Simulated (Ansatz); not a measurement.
# Al8N9: the cost of one run

Computed with Ansatz 0.2.0 (DFT PBE, scalar-relativistic, plane waves, PAW, unless a step's input says otherwise).

3 further runs of the same task are left out: 3 set aside as unsound or not needed.

## (1) The starting structure

Symmetry: P6_3mc, No. 186, hexagonal system. The conventional cell has a = 3.130 Å, b = 3.130 Å, c = 5.018 Å, α = 90.00°, β = 90.00°, γ = 120.00°. Al (site symmetry 3m) is surrounded by 4 N at 1.90 to 1.91 Å. N (site symmetry 3m) has 4 Al at 1.90 to 1.91 Å in its first shell of neighbours.

Structure file:

```xyz
4
Lattice="3.1302 0.0000 0.0000 -1.5651 2.7108 0.0000 0.0000 0.0000 5.0180" Properties=species:S:1:pos:R:3 pbc="T T T"
Al    1.5651    0.9036    2.5052
Al    0.0000    1.8072    5.0142
N     1.5651    0.9036    4.4197
N     0.0000    1.8072    1.9107
```

It goes back to an entry of the Materials Project.

It is the result of an earlier relaxation at this level (volume 10.65 Å³/atom; gap on the mesh: 4.03 eV).

The host's static dielectric tensor, from an earlier linear-response run, has a mean of 8.81.

The perfect supercell (rows 0 0 1; -2 -2 0; 2 0 0 in vectors of this cell) comes from an earlier run at this level (16 atoms, E(σ→0) -7390.1823 eV, gap 4.00 eV on its own mesh).

## (2) Setting up the defect

The extra atom is put at (0.208, 0.000, 0.000) of the supercell, the middle of a void of radius 2.00 Å. The other atoms start on their ideal sites. Its neighbours are 3 N at 2.00 Å, 3 Al at 2.09 Å, 3 Al at 2.32 Å.

## (3) Relaxing the defect, charge 0

Contents of input.yaml:

```yaml
crystal:
  lattice:
    - [0.0, 0.0, 5.0180433219]
    - [-3.1302084199, -5.4216800216, 0.0]
    - [6.2604168399, 0.0, 0.0]
  atoms:
    - { symbol: Al, position: [0.4992342259, 0.3333333333, 0.1666666667], spin: 0.1 }
    - { symbol: Al, position: [0.4992342259, 0.3333333333, 0.6666666667] }
    - { symbol: Al, position: [0.4992342259, 0.8333333333, 0.1666666667], spin: 0.1 }
    - { symbol: Al, position: [0.4992342259, 0.8333333333, 0.6666666667], spin: 0.1 }
    - { symbol: Al, position: [0.9992342259, 0.1666666667, 0.8333333333], spin: 0.1 }
    - { symbol: Al, position: [0.9992342259, 0.1666666667, 0.3333333333], spin: 0.1 }
    - { symbol: Al, position: [0.9992342259, 0.6666666667, 0.8333333333], spin: 0.1 }
    - { symbol: Al, position: [0.9992342259, 0.6666666667, 0.3333333333] }
    - { symbol: "N", position: [0.8807657741, 0.3333333333, 0.1666666667] }
    - { symbol: "N", position: [0.8807657741, 0.3333333333, 0.6666666667] }
    - { symbol: "N", position: [0.8807657741, 0.8333333333, 0.1666666667] }
    - { symbol: "N", position: [0.8807657741, 0.8333333333, 0.6666666667] }
    - { symbol: "N", position: [0.3807657741, 0.1666666667, 0.8333333333], spin: 0.1 }
    - { symbol: "N", position: [0.3807657741, 0.1666666667, 0.3333333333], spin: 0.1 }
    - { symbol: "N", position: [0.3807657741, 0.6666666667, 0.8333333333], spin: 0.1 }
    - { symbol: "N", position: [0.3807657741, 0.6666666667, 0.3333333333] }
    - { symbol: "N", position: [0.2083333333, 0.0, 0.0], spin: 0.1 }
  host:
    lattice:
      - [3.1302084199, 0.0, 0.0]
      - [-1.56510421, 2.7108400108, 0.0]
      - [0.0, 0.0, 5.0180433219]
    atoms:
      - { symbol: Al, position: [0.6666666667, 0.3333333333, 0.4992342259] }
      - { symbol: Al, position: [0.3333333333, 0.6666666667, 0.9992342259] }
      - { symbol: "N", position: [0.6666666667, 0.3333333333, 0.8807657741] }
      - { symbol: "N", position: [0.3333333333, 0.6666666667, 0.3807657741] }
basis:
  ecutwfc: 420
  xc_grid: 2
kpoints:
  mp_grid: { grid: [1, 1, 1], shift: [0.0, 0.0, 0.0] }
hamiltonian:
  xc: pbe
scf:
  occupations: { method: gaussian, width: 0.01 }
output:
  forces: true
  stress: false
  eigenvalues: true
  populations: true
  charged_corrections:
    defect_position: [0.20833333, 0.0, 0.0]
    epsilon: [[8.2944, 0.0, 0.0], [0.0, 8.2944, 0.0], [0.0, 0.0, 9.8365]]
magnetization:
  spin_polarized: true
relax:
  adjacent_minimum: "off"
  f_tol: 0.025
  max_steps: 45
```

Command:

```console
$ ansatz run input.yaml --threads 4 --pin off --max-ram 10240MiB --backend cpu --events-out ev --progress --plain --runs-dir out
```

**Question.** How long does this run take on 4 threads of Arm Neoverse V2, shared host, and how much memory does it need?

About 4.8 s, with a peak of 0.2 GiB.
